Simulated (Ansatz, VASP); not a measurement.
Au in VASP and in Ansatz

```
CELL_PARAMETERS angstrom
0.00000 1.87440 1.87440
1.87440 0.00000 1.87440
1.87440 1.87440 0.00000
ATOMIC_POSITIONS crystal
Au 0.00000 0.00000 0.00000
```

Alike in both runs: task single point; functional PBEsol; k mesh 8 × 8 × 8; occupations gaussian, width 0.1 eV; no spin polarisation.

|  | VASP | Ansatz |
| --- | --- | --- |
| version | VASP 6.6.1 | Ansatz 0.2.0 |
| potentials or method | VASP PAW PBE potentials, release 64 (Au) | scalar-relativistic, plane waves, PAW |
| plane-wave cutoff (eV) | 520 | 420 |
| valence electrons in the cell | 11 | 19 |

VASP gave:

```
gap on the k mesh at the Fermi level (eV) : none
pressure (GPa)                            : 93.3
```

Problem. What did Ansatz give for the same quantities?

Solution. gap on the k mesh at the Fermi level (eV): none; pressure (GPa): 93.5.

A gap of «none» marks a metal or a gap that the smearing closes. The two sets of potentials don't hold the same shells in valence.

Caveats: the k mesh is coarse (spacing up to 0.36 Å⁻¹), so the values aren't converged; the cell as given lies far from equilibrium; so large a pressure means that the cell lies far from this level's equilibrium, or that cutoff or potentials fall short (VASP); the potentials were made for another functional, which shifts forces and pressure (VASP). The runs have no spin-orbit coupling, so splittings on Au are missing.
